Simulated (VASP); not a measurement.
# Co (P6_3/mmc) in VASP: further runs

Aim: see how the results for Co move with the level of theory and the settings. Levels: PBE, LDA. Tasks: single point.

All numbers are computed with VASP 6.6.1; they aren't measurements. Logs are shortened: lines on timing, memory, paths and dates and some standing lists are left out, and cuts for length are marked.

### Step 1. The crystal as given

Symmetry: P6_3/mmc, No. 194, hexagonal system. The conventional cell has a = 2.472 Å, b = 2.472 Å, c = 4.021 Å, α = 90.00°, β = 90.00°, γ = 120.00°. Around Co (site symmetry -6m2) lie 12 Co at 2.47 Å.

### Step 2. Single point, PBE, collinear spin, ferromagnetic start

INCAR

```
SYSTEM = Co
  PREC = Accurate
  ENCUT = 520
  EDIFF = 1E-6
  ISMEAR = -1
  SIGMA = 0.05
  LREAL = .FALSE.
  LASPH = .TRUE.
  NELM = 100
  ALGO = Normal
  ISIF = 2
  LWAVE = .FALSE.
  LCHARG = .FALSE.
  ISPIN = 2
  MAGMOM = 3.5 3.5
  LORBIT = 11
  LMAXMIX = 4
  GGA = PE
  NBANDS = 20
```

KPOINTS

```
regular mesh
0
G
  12 12 7
  0 0 0
```

POSCAR

```
Co
1.0
    2.4719999032      0.0000000000      0.0000000000
   -1.2359999516      2.1408147143      0.0000000000
    0.0000000000      0.0000000000      4.0211440800
Co
2
Direct
    0.6666666667      0.3333333333      0.7500000000
    0.3333333333      0.6666666667      0.2500000000
```

Potentials or basis: VASP PAW PBE potentials, release 64 (Co).

Run with:

```bash
$ cat potpaw_PBE.64/Co/POTCAR > POTCAR
$ mpirun -np 1 vasp_std > vasp.out
```

OUTCAR:

```text
SYSTEM = Co
   PREC = Accurate
   ENCUT = 520
   EDIFF = 1E-6
   ISMEAR = -1
   LREAL = .FALSE.
   LASPH = .TRUE.
   NELM = 100
   ISIF = 2
   ISPIN = 2
   LORBIT = 11
   GGA = PE

 ion  position               nearest neighbor table
   1  0.667  0.333  0.750-   2 2.47   2 2.47   2 2.47   2 2.47   2 2.47   2 2.47
   2  0.333  0.667  0.250-   1 2.47   1 2.47   1 2.47   1 2.47   1 2.47   1 2.47

  LATTYP: Found a hexagonal cell.
 ALAT       =     2.4719999032
 C/A-ratio  =     1.6266764715

  Lattice vectors:

 A1 = (   2.4719999032,   0.0000000000,   0.0000000000)
 A2 = (  -1.2359999516,   2.1408147143,   0.0000000000)
 A3 = (   0.0000000000,   0.0000000000,   4.0211440800)

Analysis of symmetry for initial positions (statically):
=====================================================================
 Subroutine PRICEL returns:
 Original cell was already a primitive cell.

 Routine SETGRP: Setting up the symmetry group for a
 hexagonal supercell.

 Subroutine GETGRP returns: Found 24 space group operations
 (whereof 12 operations were pure point group operations)
 out of a pool of 24 trial point group operations.

The static configuration has the point symmetry D_3d.
 The point group associated with its full space group is D_6h.

Analysis of symmetry for dynamics (positions and initial velocities):
=====================================================================
 Subroutine PRICEL returns:
 Original cell was already a primitive cell.

 Routine SETGRP: Setting up the symmetry group for a
 hexagonal supercell.

 Subroutine GETGRP returns: Found 24 space group operations
 (whereof 12 operations were pure point group operations)
 out of a pool of 24 trial point group operations.

The dynamic configuration has the point symmetry D_3d.
 The point group associated with its full space group is D_6h.

Analysis of structural, dynamic, and magnetic symmetry:
=====================================================================
 Subroutine PRICEL returns:
 Original cell was already a primitive cell.

 Routine SETGRP: Setting up the symmetry group for a
 hexagonal supercell.

 Subroutine GETGRP returns: Found 24 space group operations
 (whereof 12 operations were pure point group operations)
 out of a pool of 24 trial point group operations.

The overall configuration has the point symmetry D_3d.
 The point group associated with its full space group is D_6h.

 Subroutine INISYM returns: Found 24 space group operations
 (whereof 12 operations are pure point group operations),
 and found     1 'primitive' translations

----------------------------------------------------------------------------------------

                                     Primitive cell

  volume of cell :      21.2803

  direct lattice vectors                    reciprocal lattice vectors
     2.471999903  0.000000000  0.000000000     0.404530760  0.233555943  0.000000000
    -1.235999952  2.140814714  0.000000000     0.000000000  0.467111887  0.000000000
     0.000000000  0.000000000  4.021144080     0.000000000  0.000000000  0.248685444

  length of vectors
     2.471999903  2.471999903  4.021144080     0.467111887  0.467111887  0.248685444

  position of ions in fractional coordinates (direct lattice)
     0.666666667  0.333333333  0.750000000
     0.333333333  0.666666667  0.250000000

  ion indices of the primitive-cell ions
   primitive index   ion index
                 1           1
                 2           2

----------------------------------------------------------------------------------------

 KPOINTS: regular mesh

Automatic generation of k-mesh.
 Grid dimensions read from file:
 generate k-points for:   12   12    7

 Generating k-lattice:

  Cartesian coordinates                     Fractional coordinates (reciprocal lattice)
     0.033710897  0.019462995  0.000000000     0.083333333 -0.000000000  0.000000000
     0.000000000  0.038925991  0.000000000     0.000000000  0.083333333  0.000000000
     0.000000000  0.000000000  0.035526492     0.000000000  0.000000000  0.142857143

  Length of vectors
     0.038925991  0.038925991  0.035526492

  Shift w.r.t. Gamma in fractional coordinates (k-lattice)
     0.000000000  0.000000000  0.000000000

 Subroutine IBZKPT returns following result:
 ===========================================

 Found     76 irreducible k-points:

 Following reciprocal coordinates:
            Coordinates               Weight
  0.000000  0.000000  0.000000      1.000000
  0.083333  0.000000  0.000000      6.000000
  0.166667  0.000000  0.000000      6.000000
  0.250000  0.000000  0.000000      6.000000
  0.333333  0.000000  0.000000      6.000000
  0.416667  0.000000  0.000000      6.000000
[... 16 lines left out ...]
  0.250000  0.000000  0.142857     12.000000
  0.333333  0.000000  0.142857     12.000000
 [... further k-points ...]
   k-points           NKPTS =     76   k-points in BZ     NKDIM =     76   number of bands    NBANDS=     20
   number of dos      NEDOS =    301   number of ions     NIONS =      2
   total plane-waves  NPLWV =   9720
   dimension x,y,z NGX =    18 NGY =   18 NGZ =   30
   dimension x,y,z NGXF=    36 NGYF=   36 NGZF=   60
   ions per type =               2
   NGX,Y,Z   is equivalent  to a cutoff of  12.11, 12.11, 12.40 a.u.
   NGXF,Y,Z  is equivalent  to a cutoff of  24.21, 24.21, 24.81 a.u.
 SYSTEM =  Co
   PREC   = accura    normal or accurate (medium, high low for compatibility)
   ISTART =      0    job   : 0-new  1-cont  2-samecut
   ICHARG =      2    charge: 1-file 2-atom 10-const
   ISPIN  =      2    spin polarized calculation?
   LNONCOLLINEAR =      F non collinear calculations
   LSORBIT =      F    spin-orbit coupling
   LASPH  =      T    aspherical Exc in radial PAW
   ENCUT  =  520.0 eV  38.22 Ry    6.18 a.u.   4.60  4.60  7.48*2*pi/ulx,y,z
   NELM   =    100;   NELMIN=  2; NELMDL= -5     # of ELM steps
   EDIFF  = 0.1E-05   stopping-criterion for ELM
   LREAL  =      F    real-space projection
   EDIFFG = 0.1E-04   stopping-criterion for IOM
   NSW    =      0    number of steps for IOM
   IBRION =     -1    ionic relax: 0-MD 1-quasi-New 2-CG
   NFREE  =      0    steps in history (QN), initial steepest desc. (CG)
   ISIF   =      2    stress and relaxation
   ISYM   =      2    0-nonsym 1-usesym 2-fastsym
   POTIM  = 0.5000    time-step for ionic-motion
   TEBEG  =    0.0;   TEEND  =   0.0 temperature during run
   PSTRESS=    0.0 pullay stress
   NELECT =      18.0000    total number of electrons
   NUPDOWN=      -1.0000    fix difference up-down
   EMIN   =  10.00;   EMAX   =-10.00  energy-range for DOS
   EFERMI =   0.00;   METHOD = LEGACY
   ISMEAR =    -1;   SIGMA  =   0.05  broadening in eV -4-tet -1-fermi 0-gaus
   EFERMI_NEDOS =   21; number of points for ismear=-14 and -15
   IALGO  =     38    algorithm
   IMIX   =      4    mixing-type and parameters
     AMIX     =   0.40;   BMIX     =  1.00
     AMIX_MAG =   1.60;   BMIX_MAG =  1.00
  volume/ion in A,a.u.               =      10.64        71.80
  Fermi-wavevector in a.u.,A,eV,Ry     =   1.548246  2.925761 32.614055  2.397065
  Thomas-Fermi vector in A             =   2.653224
   LORBIT       =     11    0 simple, 1 ext, 2 COOP (PROOUT), +10 PAW based schemes
   GGA     = PE    functional components
   LHFCALC =     F    Hartree Fock is set to
   AEXX    =    0.0000 exact exchange contribution
   IVDW    =     0    specifies the selected vdW correction
   LEPSILON=     F    determine dielectric tensor
   LRPA    =     F    only Hartree local field effects (RPA)
 spin polarized calculation
  energy-cutoff  :      520.00
  volume of cell :       21.28
 maximum number of plane-waves:       585
   NGX =  9   NGY =  9   NGZ = 15

 number of electron      17.9999990 magnetization       3.1953046

 Free energy of the ion-electron system (eV)
  ---------------------------------------------------
  ext. energy  EPLUGINS =         0.00000000
  ---------------------------------------------------
  free energy    TOTEN  =       -14.06852888 eV

  energy without entropy =      -14.05270673  energy(sigma->0) =      -14.06061780

 E-fermi :  10.5284     XC(G=0): -13.5191

 val. band max:       10.5272390774   @ k =   0.2500   0.0000   0.2857
 cond. band min:      10.5415825403   @ k =   0.4167   0.0833   0.4286
 fundamental gap:      0.0143434629
 Fermi energy:        10.5284444474

 spin component 1

 k-point     1 :       0.0000    0.0000    0.0000
  band No.  band energies     occupation
      1       1.5104      1.00000
      2       5.3072      1.00000
      3       7.8659      1.00000
      4       7.9223      1.00000
      5       7.9223      1.00000
      6       8.2374      1.00000
[... 12 lines left out ...]
     19      36.8824      0.00000
     20      36.8824      0.00000

 k-point     2 :       0.0833    0.0000    0.0000
  band No.  band energies     occupation
      1       1.7583      1.00000
      2       5.4574      1.00000
      3       7.6706      1.00000
      4       8.0395      1.00000
      5       8.0809      1.00000
      6       8.1873      1.00000
[... 12 lines left out ...]
     19      38.1452      0.00000
     20      39.2800      0.00000
[... 465 lines left out ...]
      3       6.8468      1.00000
      4       7.2784      1.00000
      5       7.7830      1.00000
      6       8.1776      1.00000
[... 12 lines left out ...]
     19      35.7047      0.00000
     20      36.9572      0.00000

 k-point    24 :       0.3333    0.0000    0.1429
  band No.  band energies     occupation
      1       4.7897      1.00000
      2       6.0718      1.00000
      3       6.4513      1.00000
      4       7.2299      1.00000
      5       7.9656      1.00000
      6       8.0244      1.00000
[... 12 lines left out ...]
     19      34.0056      0.00000
     20      35.6404      0.00000

 [... further k-points ...]

 spin component 2

 k-point     1 :       0.0000    0.0000    0.0000
  band No.  band energies     occupation
      1       1.5113      1.00000
      2       6.2417      1.00000
      3       9.4815      1.00000
      4       9.5463      1.00000
      5       9.5463      1.00000
      6       9.9144      1.00000
[... 12 lines left out ...]
     19      37.1764      0.00000
     20      37.1764      0.00000

 k-point     2 :       0.0833    0.0000    0.0000
  band No.  band energies     occupation
      1       1.7601      1.00000
      2       6.4120      1.00000
      3       9.2471      1.00000
      4       9.6454      1.00000
      5       9.6749      1.00000
      6       9.7247      1.00000
[... 12 lines left out ...]
     19      38.0296      0.00000
     20      39.5746      0.00000
[... 465 lines left out ...]
      3       7.9602      1.00000
      4       8.6401      1.00000
      5       9.3425      1.00000
      6       9.8514      1.00000
[... 12 lines left out ...]
     19      36.0910      0.00000
     20      37.2762      0.00000

 k-point    24 :       0.3333    0.0000    0.1429
  band No.  band energies     occupation
      1       5.0452      1.00000
      2       7.2388      1.00000
      3       7.5995      1.00000
      4       8.4946      1.00000
      5       9.4268      1.00000
      6       9.6857      1.00000
[... 12 lines left out ...]
     19      34.3287      0.00000
     20      35.9748      0.00000

 [... further k-points ...]

------------------------ aborting loop because EDIFF is reached ----------------------------------------

  FORCE on cell =-STRESS in cart. coord.  units (eV):
  Direction    XX          YY          ZZ          XY          YZ          ZX
  --------------------------------------------------------------------------------------
  -------------------------------------------------------------------------------------
  Total        0.6309827      0.6309827      0.2612053      0.0000000      0.0000000      0.0000000
  in kB       47.5062638     47.5062638     19.6659719      0.0000000      0.0000000      0.0000000
  external PRESSURE =      38.2261665 kB  Pullay stress =       0.0000000 kB

 VOLUME and BASIS-vectors are now :
 -----------------------------------------------------------------------------
  energy-cutoff  :      520.00
  volume of cell :       21.28
      direct lattice vectors                 reciprocal lattice vectors
     2.471999903  0.000000000  0.000000000     0.404530760  0.233555943  0.000000000
    -1.235999952  2.140814714  0.000000000     0.000000000  0.467111887  0.000000000
     0.000000000  0.000000000  4.021144080     0.000000000  0.000000000  0.248685444

 POSITION                                       TOTAL-FORCE (eV/Angst)
 -----------------------------------------------------------------------------------
      1.23600      0.71360      3.01586         0.000000     -0.000000      0.000000
     -0.00000      1.42721      1.00529        -0.000000      0.000000      0.000000
 -----------------------------------------------------------------------------------
    total drift:                                0.000000     -0.000000     -0.000000

  FREE ENERGIE OF THE ION-ELECTRON SYSTEM (eV)
  ---------------------------------------------------
  free  energy   TOTEN  =       -14.0685288813 eV

  energy  without entropy=      -14.0527067259  energy(sigma->0) =      -14.06061780

 total charge

# of ion       s       p       d       tot
------------------------------------------
    1        0.497   0.539   7.276   8.311
    2        0.497   0.539   7.276   8.311
--------------------------------------------------
tot          0.994   1.077  14.552  16.623

 magnetization (x)

# of ion       s       p       d       tot
------------------------------------------
    1       -0.015  -0.054   1.682   1.613
    2       -0.015  -0.054   1.682   1.613
--------------------------------------------------
tot         -0.030  -0.107   3.363   3.227
```

It took 51 s on 1 thread of Intel Xeon Platinum 8375C at 2.90GHz (Ice Lake), shared host; peak memory 0.16 GiB.

Results:

| Item | Value |
| --- | --- |
| Free energy | -14.0685 eV |
| Pressure | 3.8 GPa |
| Band gap on the k mesh | none (metal or under the smearing width) |
| Net moment | 3.20 μB per cell |
| Site moments | Co +1.61 μB |
| Valence electrons inside the program's atomic spheres | Co 8.31 |

Stress tensor (GPa, compression positive):
```
4.75 0.00 0.00
0.00 4.75 0.00
0.00 0.00 1.97
```

Levels at points of the mesh, in eV from the Fermi level:
Spin up:
```tsv
k point	band 8	band 9	band 10	band 11	band 12	band 13	band 14	band 15
(0.00, 0.00, 0.00)	-1.91	-1.91	-0.80	-0.80	-0.14	6.45	22.22	25.04
(0.50, 0.00, 0.00)	-0.65	-0.58	-0.50	1.38	3.44	9.81	10.49	12.89
```
Spin down:
| k point | band 5 | band 6 | band 7 | band 8 | band 9 | band 10 |
| --- | --- | --- | --- | --- | --- | --- |
| (0.00, 0.00, 0.00) | -0.98 | -0.61 | -0.61 | -0.20 | -0.15 | -0.15 |
| (0.50, 0.00, 0.00) | -1.12 | -1.08 | -0.65 | 1.22 | 1.33 | 1.39 |

### Step 3. Single point, LDA, collinear spin, ferromagnetic start (grid = ENCUT=400 dk=0.9 cell=2x2x1 ISMEAR=1 SIGMA=0.1 LREAL=Auto EDIFF=1e-06)

INCAR

```
PREC = Accurate
ENCUT = 400
EDIFF = 1E-6
ISMEAR = 1
SIGMA = 0.1
LREAL = Auto
LASPH = True
NELM = 120
ALGO = Fast
ISIF = 2
LWAVE = False
LCHARG = False
ISPIN = 2
MAGMOM = 2 2 2 2 2 2 2 2
LORBIT = 11
LMAXMIX = 4
NBANDS = 44
```

KPOINTS

```
regular mesh
0
Gamma
  2 2 2
```

POSCAR

```
Co
1.0
    4.9439998064      0.0000000000      0.0000000000
   -2.4719999032      4.2816294286      0.0000000000
    0.0000000000      0.0000000000      4.0211440800
Co
8
Direct
    0.3333333334      0.1666666666      0.7500000000
    0.3333333334      0.6666666666      0.7500000000
    0.8333333333      0.1666666666      0.7500000000
    0.8333333333      0.6666666666      0.7500000000
    0.1666666666      0.3333333334      0.2500000000
    0.1666666666      0.8333333333      0.2500000000
    0.6666666666      0.3333333334      0.2500000000
    0.6666666666      0.8333333333      0.2500000000
```

Potentials or basis: VASP PAW LDA potentials, release 64 (Co).

Run with:

```bash
$ cat potpaw_LDA.64/Co/POTCAR > POTCAR
$ mpirun -np 1 vasp_std > vasp.out
```

It took 41 s on 1 thread of Intel Xeon Platinum 8488C (Sapphire Rapids), shared host; peak memory 0.16 GiB.

These settings aren't checked as converged: the numbers below hold their error.

Results:

```yaml
Free_energy: -64.5510 eV
Pressure: -12.8 GPa
Net_moment: 13.51 μB per cell
Site_moments: Co +1.68 μB
Valence_electrons_inside_the_program's_atomic_spheres: Co 8.32
```

Caveat: the k mesh is coarse (spacing up to 0.78 Å⁻¹), so the values aren't converged; the bands computed are all filled at some k points, so no gap is given.

(Part 1 of 2 ends here.)
